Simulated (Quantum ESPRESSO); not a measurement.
SnSe:

```xyz
2
Lattice="0.0000 3.0100 3.0100 3.0100 0.0000 3.0100 3.0100 3.0100 0.0000" Properties=species:S:1:pos:R:3 pbc="T T T"
Sn    0.0000    0.0000    0.0000
Se    3.0100    3.0100    3.0100
```

Measurements of this composition are mostly on another form, of space group No. 62.

Base run:

| Item | Value |
| --- | --- |
| Program | Quantum ESPRESSO 7.5 |
| Functional | PBE |
| Potentials or basis | SG15 PBE 1.2 |
| Cutoff | 952 eV |
| Density cutoff | 3810 eV |
| k mesh | 8 × 8 × 8 |
| Occupations | fermi-dirac, width 0.05 eV |
| Spin | no spin polarisation |

Its results: pressure 0.9 GPa.

The run is repeated on the same cell with these changes: functional from PBE to PBEsol. What comes out?

Pressure -1.8 GPa.

PBEsol binds more tightly than PBE, so the same cell stands under less pressure.

Caveats: the potentials were made for another functional, which shifts forces and pressure (some runs).
